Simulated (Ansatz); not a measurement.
# ZnS (F-43m) in Ansatz: notebook

Aim: see how the results for ZnS move with the level of theory and the settings. Levels: m-r2SCAN, PBE. Tasks: relaxation of cell and atoms, single point.

All numbers are computed with Ansatz 0.2.0; they aren't measurements. Logs are shortened: lines on timing, memory, paths and dates and some standing lists are left out, and cuts for length are marked.

**The experiment to reproduce.**

From “Electronic, vibrational, and thermodynamic properties of ZnS (zincblende and rocksalt structure)”, 2009, arxiv:0911.5022, for a bulk crystal of ZnS at 19 K: band gap 3.85 eV (direct).

How close the calculation comes is told below.

## Step 1: The crystal as given

It takes space group F-43m (No. 216, cubic). Conventional cell: a = 5.404 Å, b = 5.404 Å, c = 5.404 Å, α = 90.00°, β = 90.00°, γ = 90.00°. Around Zn (site symmetry -43m) lie 4 S at 2.34 Å. S (site symmetry -43m) is surrounded by 4 Zn at 2.34 Å.

## Step 2: Relaxation of cell and atoms, m-r2SCAN

input.yaml reads:

```yaml
crystal:
  lattice:
    - [0.0, 2.702, 2.702]
    - [2.702, 0.0, 2.702]
    - [2.702, 2.702, 0.0]
  atoms:
    - { symbol: Zn, position: [0.75, 0.75, 0.75] }
    - { symbol: S, position: [0.0, 0.0, 0.0] }
hamiltonian:
  xc: mr2scan
  pseudopotentials: { kind: paw }
kpoints:
  mp_grid: { grid: [9, 9, 9] }
scf:
  occupations: { method: fermi_dirac, width: 0.05 }
output:
  forces: true
  stress: true
  write_density: true
  write_potential: true
  elf: true
  volumetric_format: npy
relax:
  f_tol: 0.01
  max_steps: 40
  cell: { stress_tol: 0.05 }
```

Potentials or basis: Ansatz PAW.

Run with:

```console
ansatz run input.yaml --threads 2 --pin off --max-ram 5120MiB --backend cpu --events-out ev --progress --plain --runs-dir out
```

Log:

```text
Warning: RAYON_NUM_THREADS=2 ignored (pool sized by the plan → 2); use --threads N
Engine: ansatz 0.2.0, x86_64-unknown-linux-gnu
Pseudopotentials: kind: paw
Pseudopotential: Zn, paw, valence charge 12, recommended cutoff 500 eV (meta_gga), Zn.paw.azcp
Pseudopotential: S, paw, valence charge 6, recommended cutoff 500 eV (meta_gga), S.paw.azcp
Functional definition: m-r2SCAN
  exchange = m_r2scan_x
  correlation = m_r2scan_c
Crystal: 2 atoms, lattice volume = 39.454 Å³
Basis set: ecut = 500 eV, 965 PW (Γ), exchange–correlation on 120×120×120 points (64 copies of the dense FFT grid, shifted against one another)
Bands: 13, of which v1, the nominal top of the filled ones, is band 9 counted from 1 (8 counted from 0)
Symmetry: 24 space group operations
Space group: F-43m (ITA 216), of the structure as read, at distance tolerance 3.4e-5 Å
k-points: 35 of 729 (time reversal used)
Non-local potential: Zn, projectors of the file, l = 0: 2, l = 1: 2, l = 2: 3, l = 3: 1
Non-local potential: S, projectors of the file, l = 0: 2, l = 1: 2, l = 2: 2
PAW form: soft (Blöchl's): semilocal exchange-correlation on the pseudo side does not see the compensation charge
PAW frozen core: Zn, regenerated for the run's functional (the file was generated under x = pbe(κ = 0.804, μ = 0.2195149727645171), c = pbe(β = 0.06672455060314922))
PAW frozen core: S, regenerated for the run's functional (the file was generated under x = pbe(κ = 0.804, μ = 0.2195149727645171), c = pbe(β = 0.06672455060314922))
PAW one-centre angular grid: Zn, 590 points (default); XC on 215 of its mesh's 2673 points in the sphere
PAW one-centre angular grid: S, 302 points (default); XC on 160 Gauss nodes
Initial density: superposition of atomic densities (neutral atoms: chi_scale 0, normalization atom), corrected by the library's trained network
Initial wavefunctions: pseudopotential atomic-orbital guess
Functional: x = mr2scan, c = mr2scan; τ floored in thin density (d = 2e-4 eV/Å³)
SCF iter   1: F=—  HF=-4233.452310 eV  |F-HF|=—  |Δ(HF+E_count)|=         —  Δρ=1.55e-2  dr2=4.70e-2  dr2_τ=6.43e-3  ethr=1.77e-3  ⟨swp⟩=5.5  Hψ=2769  notcnv=0
preconditioner: auto → none  [insulator: Δε(μ)=2.647 eV  Ē_g=13.045 eV  σ=0.050 eV  W_gap=1.00  n_scr=14 (ndim 8)  ℏωp=25.1 eV  f_vac=0.027  D(μ)=0.00/eV (n_scr^D=0)  ε∞_Penn≈4.7]
SCF iter   2: F=—  HF=-4233.454645 eV  |F-HF|=—  |Δ(HF+E_count)|=   2.34e-3  Δρ=4.61e-3  dr2=8.37e-3  dr2_τ=3.52e-4  ethr=2.61e-4  ⟨swp⟩=2.6  Hψ=1194  notcnv=0
SCF iter   3: F=—  HF=-4233.449451 eV  |F-HF|=—  |Δ(HF+E_count)|=   5.19e-3  Δρ=2.91e-3  dr2=1.37e-3  dr2_τ=8.45e-6  ethr=4.65e-5  ⟨swp⟩=2.0  Hψ=875  notcnv=0
SCF iter   4: F=—  HF=-4233.449764 eV  |F-HF|=—  |Δ(HF+E_count)|=   3.13e-4  Δρ=2.38e-4  dr2=3.58e-5  dr2_τ=1.90e-6  ethr=7.61e-6  ⟨swp⟩=2.0  Hψ=1048  notcnv=0
SCF iter   5: F=—  HF=-4233.449754 eV  |F-HF|=—  |Δ(HF+E_count)|=   9.81e-6  Δρ=1.09e-4  dr2=4.22e-6  dr2_τ=5.18e-8  ethr=1.99e-7  ⟨swp⟩=2.0  Hψ=541  notcnv=0
SCF iter   6: F=-4233.449753 eV  HF=-4233.449753 eV  |F-HF|=7.92e-9  |Δ(HF+E_count)|=   4.19e-7  Δρ=7.20e-6  dr2=1.19e-8  dr2_τ=1.89e-9  ethr=5.56e-10  ⟨swp⟩=6.8  Hψ=3028  notcnv=0
SCF 1 converged in 6 iterations: F = -4233.449753 eV  dr2 = 1.19e-8
relax step   1: F+E_penalty+E_count = -4233.44975347 eV  Δ(F+E_penalty+E_count) = +0.000e0 eV  max|allowed force component| = 1.758e-16 eV/Å  Δτ_max = 0.0000 Å  P = -0.640 GPa  Ω = 39.454 Å³  (6 SCF iters, dr2 threshold 1.00e-7 eV, accepted)
Crystal: 2 atoms, lattice volume = 39.258 Å³
Initial density: handed on by an earlier stage of this run
Initial wavefunctions: those handed on with the density
iter 1 solved again at ethr=1.23e-7 eV; its pass at ethr=3.10e-3 eV (dr2=2.21e-5 eV) is discarded
[... 24 lines left out ...]
SCF 4 converged in 5 iterations: F = -4233.450412 eV  dr2 = 5.45e-12
relax step   4: F+E_penalty+E_count = -4233.45041229 eV  Δ(F+E_penalty+E_count) = +6.872e-5 eV  max|allowed force component| = 2.776e-17 eV/Å  Δτ_max = 0.0000 Å  P = +0.002 GPa  Ω = 39.127 Å³  stress off target by 2.30e-3 GPa  SCF on the basis re-selected at this cell (its energy is not comparable with the rows above)  (5 SCF iters)
basis re-selected at this cell: Δ(F+E_penalty+E_count) = +6.872e-5 eV, ΔP = -0.002 GPa vs the last step (what re-selecting the basis moved, of the pressure what is left beyond the Pulay correction that the steps carried, after the strain that the cell walked since its last selection, with what the two solves' SCF thresholds leave and, on support functions, any second-order correction that the steps lacked; it is no measure of the basis error at this ecutwfc). This SCF's stress stands 2.30e-3 GPa from its target on what of the cell is left free (relax.cell.stress_tol is 5.00e-2 GPa) and its largest allowed force component is 2.78e-17 eV/Å (relax.f_tol is 1.00e-2 eV/Å): within both
SCF converged after 5 iterations
Free energy (F): -4233.450412 eV
Harris-Foulkes:  -4233.450412 eV  (|F-HF|=4.55e-12)
Internal energy: -4233.450412 eV  (E = F + TS)
E sigma→0 (E₀):  -4233.450412 eV
Fermi energy:    7.009053 eV
--- Per-component energies (eV) ---
  E_band       = -1.104814
  E_kinetic    = 237.559208
  E_local      = -2041.141428  (includes V_loc(G=0)·N_el)
  E_nonlocal   = 646.588848
  E_hartree    = 856.385175
  E_xc         = -215.802040
  E_vxc        = -148.248764  (∫ρ·V_xc dr)
  E_paw        = -2459.889202  (= ΣΔE_a)
  E_vpaw       = -415.969003  (= ΣTr[D̂ρ^β])
  E_aug_tail   = -0.000075  (compensation charges beyond the density's cutoff)
  E_vtau       = 7.336159  (kinetic-family band-sum trace: ∫τ·v_τ [+ j·A + Jᵃ·Aᵃ] dr)
  E_ewald      = -1256.858511
  E_core_change = -0.292385  (= ΣΔE_core)
  E_smearing   = -0.000000  (= −TS)
  E_closure    = 0.000000  (closes the sum)
  Σ components = -4233.450412   (vs F -4233.450412, Δ=0.00e0)
--- Forces (eV/Å), atoms counted from 1 ---
  atom   1  Zn     0.00000000    -0.00000000    -0.00000000
  atom   2  S      0.00000000     0.00000000     0.00000000
  max |Σ_I F_I| component: 4.63e-17 eV/Å
--- Stress (GPa, compression-positive) ---
        0.002299      -0.000000      -0.000000
       -0.000000       0.002299       0.000000
       -0.000000       0.000000       0.002299
  P = ⅓ Tr σ = 0.0023 GPa (0.023 kbar)
--- Band table (eV; the first three rows and the last of 35) ---
  k-point 0: bands = ["-8.1194", "-0.9126", "-0.9126", "-0.9126", "-0.3635", "-0.3635", "5.6179", "5.6179", "5.6179", "8.3211", "12.4827", "12.4827", "12.4827"]
  k-point 1: bands = ["-8.0228", "-0.9109", "-0.8946", "-0.8946", "-0.3649", "-0.3649", "4.7110", "5.4953", "5.4953", "8.9965", "12.3878", "12.6975", "12.6975"]
  k-point 2: bands = ["-7.7623", "-0.8780", "-0.8520", "-0.8520", "-0.3636", "-0.3636", "3.1419", "5.2100", "5.2100", "9.6109", "12.8175", "13.0668", "13.0668"]
  k-point 34: bands = ["-6.8508", "-0.7696", "-0.6259", "-0.4479", "-0.3787", "-0.0063", "0.9730", "2.6154", "3.1559", "11.5481", "12.0888", "13.6285", "15.1766"]
--- Relaxed structure (3 steps of the walk, 3 accepted, 1 SCFs on fresh bases) ---
  F+E_penalty+E_count = -4233.45041229 eV   max|allowed force component| = 2.776e-17 eV/Å   (the final SCF, on the basis selected at the relaxed cell)
  cell:  # Å, volume = 39.1268 Å³
    - [-2.0381488131582336e-34, 2.6945203632555903, 2.6945203632555903]
    - [2.6945203632555903, 4.127251346645428e-33, 2.6945203632555903]
    - [2.6945203632555903, 2.6945203632555903, 1.171935567565986e-33]
  atoms:
    - { symbol: Zn, position: [0.75, 0.75, 0.75] }
    - { symbol: S, position: [2.7545953975745766e-34, -2.650648401439687e-34, -3.5267730831480424e-34] }
```

Wall time 7.8 s (2 threads of Intel Xeon Platinum 8488C (Sapphire Rapids), shared host); peak memory 0.52 GiB.

What came out:

```
Free energy                            : -4233.4504 eV
Relaxed volume                         : 19.56 Å³/atom
Relaxed cell                           : a = 3.811 Å, b = 3.811 Å, c = 3.811 Å, α = 60.00°, β = 60.00°, γ = 60.00°
Space group after relaxing (to 0.05 Å) : F-43m (No. 216)
Energy gained by relaxing              : 0.3 meV/atom
Ionic steps                            : 4
Pressure after relaxing                : 0.0 GPa
Band gap on the k mesh                 : 2.70 eV, direct
```

Step by step:
| step | energy change (eV) | largest force (eV/Å) | volume (Å³) |
| --- | --- | --- | --- |
| 1 | 0.0000 | 0.0000 | 39.45 |
| 2 | -0.0006 | 0.0000 | 39.26 |
| 3 | -0.0007 | 0.0000 | 39.13 |
| 4 | -0.0007 | 0.0000 | 39.13 |

Final structure:
```
Zn S
1.0
     0.00000    2.69452    2.69452
     2.69452    0.00000    2.69452
     2.69452    2.69452    0.00000
Zn S
1 1
Direct
  0.75000 0.75000 0.75000
  0.00000 0.00000 0.00000
```

Levels at points of the mesh, in eV from the valence-band top:
```tsv
k point	band 6	band 7	band 8	band 9	band 10	band 11	band 12	band 13
(0.00, 0.00, 0.00)	-5.98	0.00	0.00	0.00	2.70	6.86	6.86	6.86
```

Caveat: odd divisions of the mesh miss points on the zone boundary, where band edges often lie, so the gap on the mesh can be too wide; the plane-wave basis is chosen anew once the cell has moved, so the energies of steps on either side of that aren't comparable; the PAW data sets come from PBE, with cores solved anew for the run's functional, which leaves a small shift of forces and pressure.

## Step 3: Single point, PBE

Changes to input.yaml since step 2:

```diff
@@ -9,3 +9,3 @@
 hamiltonian:
-  xc: mr2scan
+  xc: pbe
   pseudopotentials: { kind: paw }
@@ -15,2 +15,4 @@
   occupations: { method: fermi_dirac, width: 0.05 }
+basis:
+  ecutwfc: "300 eV"
 output:
@@ -18,2 +20,3 @@
   stress: true
+  eigenvalues: true
   write_density: true
@@ -22,5 +25 @@
   volumetric_format: npy
-relax:
-  f_tol: 0.01
-  max_steps: 40
-  cell: { stress_tol: 0.05 }
```

Potentials or basis: Ansatz PAW.

Run with:

```console
ansatz run input.yaml --threads 2 --pin off --max-ram 5120MiB --backend cpu --events-out ev --progress --plain --runs-dir out
```

Log:

```text
Warning: basis.ecutwfc = 300 eV is below the records' recommended 420 eV, and the density's cutoff is lower with it unless basis.ecutrho_ratio is high enough to keep the records' density cutoff: compare with a run at a higher cutoff
Warning: RAYON_NUM_THREADS=2 ignored (pool sized by the plan → 2); use --threads N
[... 2 set-up lines as earlier in the session ...]
Pseudopotential: Zn, paw, valence charge 12, recommended cutoff 420 eV (normal), Zn.paw.azcp
Pseudopotential: S, paw, valence charge 6, recommended cutoff 420 eV (normal), S.paw.azcp
Functional definition: PBE
  parameter kappa = 0.804
  parameter beta = 0.06672455060314922
  exchange = pbe_x(kappa = kappa, mu = beta*pi^2/3)
  correlation = pbe_c(beta = beta)
Crystal: 2 atoms, lattice volume = 39.454 Å³
Basis set: ecut = 300 eV, 459 PW (Γ), exchange–correlation on 48×48×48 points (8 copies of the dense FFT grid, shifted against one another)
Bands: 13, of which v1, the nominal top of the filled ones, is band 9 counted from 1 (8 counted from 0)
[... 1 set-up line as earlier in the session ...]
[... 31 lines left out ...]
  E_xc         = -234.298394
  E_vxc        = -139.425872  (∫ρ·V_xc dr)
  E_paw        = -2431.469746  (= ΣΔE_a)
  E_vpaw       = -408.575487  (= ΣTr[D̂ρ^β])
  E_aug_tail   = 0.000450  (compensation charges beyond the density's cutoff)
  E_ewald      = -1253.379294
  E_smearing   = -0.000000  (= −TS)
  E_closure    = -0.000000  (closes the sum)
  Σ components = -4222.605457   (vs F -4222.605457, Δ=0.00e0)
--- Forces (eV/Å), atoms counted from 1 ---
  atom   1  Zn     0.00000000    -0.00000000     0.00000000
  atom   2  S     -0.00000000     0.00000000    -0.00000000
  max |Σ_I F_I| component: 2.54e-17 eV/Å
--- Stress (GPa, compression-positive) ---
        1.854407       0.000000      -0.000000
        0.000000       1.854407       0.000000
       -0.000000       0.000000       1.854407
  P = ⅓ Tr σ = 1.8544 GPa (18.544 kbar)
--- Band table (eV; the first three rows and the last of 35) ---
  k-point 0: bands = ["-7.3544", "-0.6615", "-0.6615", "-0.6615", "-0.1732", "-0.1732", "5.7765", "5.7765", "5.7765", "7.9027", "12.1780", "12.1780", "12.1780"]
  k-point 1: bands = ["-7.2625", "-0.6604", "-0.6476", "-0.6476", "-0.1801", "-0.1801", "4.8406", "5.6542", "5.6542", "8.6043", "12.0820", "12.3793", "12.3793"]
  k-point 2: bands = ["-7.0125", "-0.6291", "-0.6103", "-0.6103", "-0.1802", "-0.1802", "3.3123", "5.3777", "5.3777", "9.2236", "12.4663", "12.7370", "12.7370"]
  k-point 34: bands = ["-6.1367", "-0.5300", "-0.4082", "-0.2471", "-0.1878", "0.1767", "1.2225", "2.8817", "3.4050", "11.3642", "11.6997", "13.2835", "14.8023"]
```

v_z.tsv:

```text
# z_ang	v_es[eV]	v_tot[eV]
# format = ansatz-planar-average/11
# xc	pbe
# density_cutoff_ev	1200
# datasets	Zn=:simpson_from_first_knot:soft	S=:simpson_from_first_knot:soft
# lattice	0.000000000	2.702000000	2.702000000
# lattice	2.702000000	0.000000000	2.702000000
# lattice	2.702000000	2.702000000	0.000000000
# sites	2
# site	30	4.053000000	4.053000000	4.053000000
# site	16	0.000000000	0.000000000	0.000000000
0.000000	-2.558983e-1	-1.178142e1
0.159217	9.323785e-1	-1.011662e1
0.318434	1.974134e0	-8.447727e0
0.477651	3.141203e0	-6.602440e0
0.636868	4.688060e0	-4.429835e0
0.796084	6.412333e0	-2.087828e0
[... 16 lines left out ...]
3.502771	-2.391130e0	-1.459267e1
3.661988	-1.452920e0	-1.335755e1
```

Wall time 0.96 s (2 threads of Intel Xeon Platinum 8488C (Sapphire Rapids), shared host); peak memory 0.35 GiB.

Results:

```
Free energy            : -4222.6055 eV
Pressure               : 1.9 GPa
Band gap on the k mesh : 2.13 eV, direct
```

Caveat: odd divisions of the mesh miss points on the zone boundary, where band edges often lie, so the gap on the mesh can be too wide; the pressure holds a Pulay correction of +5.0 GPa for the finite cutoff; the cutoff lies under the one recommended for these potentials.

## Step 4: Comparison with measurements

Step 3. Measured gap of ZnS: 3.85 eV (direct; 19 K; quoted in “Electronic, vibrational, and thermodynamic properties of ZnS (zincblende and rocksalt structure)”, 2009, arxiv:0911.5022). This calculation gives 2.13 eV (-1.72 eV). The value is that of PBE, without temperature or zero-point motion. Semilocal functionals fall short of measured gaps as a rule.
